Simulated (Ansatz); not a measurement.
The system is Sb.

```
Sb
1.0
    -1.57654    1.57654    2.71194
     1.57654   -1.57654    2.71194
     1.57654    1.57654   -2.71194
Sb
1
Cartesian
  0.0000 0.0000 0.0000
```

This isn't the form of Sb at room conditions, which is rhombohedral.

A run of Ansatz 0.2.0 on this cell left the log below. Logs are shortened: lines on timing, memory, paths and dates and some standing lists are left out, and cuts for length are marked.

```text
Warning: RAYON_NUM_THREADS=1 ignored (pool sized by the plan → 1); use --threads N
LAPW: plane waves up to 6.961 Å⁻¹, error target 1.0e-3 eV per atom; Sb in spheres of 1.577 Å, 23 of its electrons in bands, Dirac shells [] (how accurate: hamiltonian.pseudopotentials.lapw.basis_error, Limitations)
Engine: ansatz 0.2.0, x86_64-unknown-linux-gnu
Pseudopotentials: kind: all_electron
Pseudopotential: Sb, LAPW, valence charge 23, lapw/all_electron/none/Sb, Schrödinger's equation, point nucleus
Functional definition: PBEsol
  exchange = pbesol_x
  correlation = pbesol_c
Crystal: 1 atoms, lattice volume = 26.962 Å³
Basis set: ecut = 184.6342871722562 eV, 155 PW (Γ), FFT grids on a1+a3, a2+a3, a3, exchange–correlation at level 2
Bands: 16, of which v1, the nominal top of the filled ones, is band 12 counted from 1 (11 counted from 0)
Symmetry: 16 space group operations
Space group: I4/mmm (ITA 139), of the structure as read, at distance tolerance 3.0e-5 Å
k-points: 163 of 1728
Non-local potential: Sb, projectors of the file, none
Initial density: superposition of atomic densities (chi_scale 0.1, normalization cell)
Initial wavefunctions: plane waves of lowest kinetic energy (no species holds an atomic orbital)
Functional: x = pbesol(κ = 0.804, μ = 0.12345679012345678), c = pbesol(β = 0.046)
iter 1 solved again at ethr=5.61e-5 eV; its pass at ethr=1.00e-1 eV (dr2=1.29e-2 eV) is discarded
SCF iter   1: F=—  HF=-171783.346575 eV  |F-HF|=—  |Δ(HF+E_count)|=         —  Δρ=7.90e-3  dr2=1.29e-2  ethr=5.61e-5  ⟨swp⟩=3.4  Hψ=18236  notcnv=1
preconditioner: auto → Kerker (q_TF=auto, 2.657 Å⁻¹)  [metal: Δε(μ)=0.023 eV  Ē_g=12.073 eV  σ=0.050 eV  W_gap=0.11  n_scr=10 (ndim 8)  ℏωp=16.0 eV  f_vac=0.000  D(μ)=0.76/eV (n_scr^D=0)]
SCF iter   2: F=—  HF=-171783.335352 eV  |F-HF|=—  |Δ(HF+E_count)|=   1.12e-2  Δρ=4.91e-3  dr2=5.59e-3  ethr=5.61e-5  ⟨swp⟩=2.0  Hψ=7298  notcnv=0
SCF iter   3: F=—  HF=-171783.333485 eV  |F-HF|=—  |Δ(HF+E_count)|=   1.87e-3  Δρ=2.06e-3  dr2=1.16e-3  ethr=2.43e-5  ⟨swp⟩=2.0  Hψ=7297  notcnv=0  defer=1
SCF iter   4: F=—  HF=-171783.333326 eV  |F-HF|=—  |Δ(HF+E_count)|=   1.59e-4  Δρ=9.10e-4  dr2=2.54e-4  ethr=5.04e-6  ⟨swp⟩=2.0  Hψ=7296  notcnv=0  defer=1
iter 5 solved again at ethr=3.09e-8 eV; its pass at ethr=1.10e-6 eV (dr2=7.10e-6 eV) is discarded
SCF iter   5: F=—  HF=-171783.333358 eV  |F-HF|=—  |Δ(HF+E_count)|=   3.19e-5  Δρ=1.51e-4  dr2=7.09e-6  ethr=3.09e-8  ⟨swp⟩=2.0  Hψ=12450  notcnv=0  defer=1
SCF iter   6: F=—  HF=-171783.333358 eV  |F-HF|=—  |Δ(HF+E_count)|=   2.96e-7  Δρ=5.55e-5  dr2=1.14e-6  ethr=3.08e-8  ⟨swp⟩=2.0  Hψ=7295  notcnv=0  defer=1
SCF iter   7: F=-171783.333358 eV  HF=-171783.333358 eV  |F-HF|=7.86e-10  |Δ(HF+E_count)|=   7.73e-8  Δρ=1.29e-5  dr2=6.42e-8  ethr=4.98e-9  ⟨swp⟩=2.0  Hψ=7295  notcnv=0  defer=1
SCF 1 converged in 7 iterations: F = -171783.333358 eV  dr2 = 6.42e-8
NSCF: frozen V_eff on 71 k-points
SCF converged after 7 iterations
Free energy (F): -171783.333358 eV
Harris-Foulkes:  -171783.333358 eV  (|F-HF|=7.86e-10)
Internal energy: -171783.327098 eV  (E = F + TS)
E sigma→0 (E₀):  -171783.330228 eV
Entropy (-TS):   -0.006261 eV (-6.261 meV/atom)
Fermi energy:    14.807853 eV
--- Per-component energies (eV) ---
  E_band       = -830.050624
  E_kinetic    = 171709.216386
  E_xc         = -4440.470070
  E_electrostatic = -339052.073414  (all electrons and nuclei)
  E_smearing   = -0.006261  (= −TS)
  E_closure    = 0.000000  (closes the sum)
  E_atoms      = -171779.015682  (free atoms, spherical and without spin; not in F)
  Σ components = -171783.333358   (vs F -171783.333358, Δ=0.00e0)
  Basis errors (estimates in eV, not in F): energy 2.8e-4 per atom: plane waves 2.7e-4 (1.4e-4 summed), levels above the bands 2.5e-90, relativity 0.0e0, radial functions 1.2e-5, core shells 2.6e-10; eigenvalues (radial functions only) 1.9e-4; not estimated: angular momenta, meshes, grids; target (lapw.basis_error) 1.0e-3; muffin-tin radii Sb 1.577 Å
--- Forces (eV/Å), atoms counted from 1 ---
  atom   1  Sb     0.00000000     0.00000000     0.00000000
  max |Σ_I F_I| component: 2.10e-31 eV/Å
--- Stress (GPa, compression-positive) ---
       -0.916955       0.000000      -0.000000
        0.000000      -0.916955      -0.000000
       -0.000000      -0.000000      -0.676131
  P = ⅓ Tr σ = -0.8367 GPa (-8.367 kbar)
--- Band table (eV; the first three rows and the last of 163) ---
  k-point 0: bands = ["-118.4658", "-80.1693", "-80.1440", "-80.1440", "-16.1798", "-16.1448", "-16.1115", "-16.1115", "-16.0596", "2.3943", "19.5348", "20.3037", "20.3037", "24.2646", "25.0633", "25.7374"]
  k-point 1: bands = ["-118.4658", "-80.1693", "-80.1442", "-80.1442", "-16.1681", "-16.1404", "-16.1146", "-16.1100", "-16.0637", "2.6055", "19.1299", "19.1840", "19.6445", "23.3629", "24.8343", "25.6915"]
  k-point 2: bands = ["-118.4657", "-80.1693", "-80.1447", "-80.1446", "-16.1358", "-16.1289", "-16.1231", "-16.1059", "-16.0750", "3.2385", "17.4157", "18.1425", "18.2405", "21.7353", "24.9008", "25.0870"]
  k-point 162: bands = ["-118.4658", "-80.1703", "-80.1443", "-80.1443", "-16.1958", "-16.1529", "-16.0667", "-16.0667", "-16.0484", "6.4283", "9.0037", "16.8844", "16.8844", "20.4173", "21.1018", "35.4877"]
```

What input gives this log?

Band structure with PBEsol, no spin polarisation. The files as run (others can give the same):

input.yaml
```yaml
crystal:
  lattice:
    - [-1.5765401831, 1.5765401831, 2.7119384313]
    - [1.5765401831, -1.5765401831, 2.7119384313]
    - [1.5765401831, 1.5765401831, -2.7119384313]
  atoms:
    - { symbol: Sb, position: [0.0, 0.0, 0.0] }
kpoints:
  mp_grid: { grid: [12, 12, 12] }
  band_path:
    path:
      - [0.0, 0.0, 0.0]
      - [0.0, 0.0, 0.5]
      - [-0.1689742169, 0.1689742169, 0.5]
      - [-0.3344871084, 0.3344871084, 0.3344871084]
      - [0.0, 0.0, 0.0]
      - [0.5, 0.5, -0.5]
      - [0.3344871084, 0.6655128916, -0.3344871084]
      - [0.0, 0.5, 0.0]
    npoints: 10
scf:
  occupations: { method: fermi_dirac, width: 0.05 }
hamiltonian:
  xc: pbesol
  pseudopotentials:
    kind: all_electron
    lapw: { basis_error: 0.001 }
    relativity: none
output:
  forces: true
  stress: true
  eigenvalues: true
```

Potentials or basis: all-electron LAPW, non-relativistic.
Launch:
```console
$ ansatz run input.yaml --threads 1 --pin off --max-ram 3072MiB --backend cpu --events-out ev --progress --plain --runs-dir out
```

Caveat: relativity is left out, which matters for the heavier elements; spin-orbit coupling is left out, which moves the levels of the heavy elements.
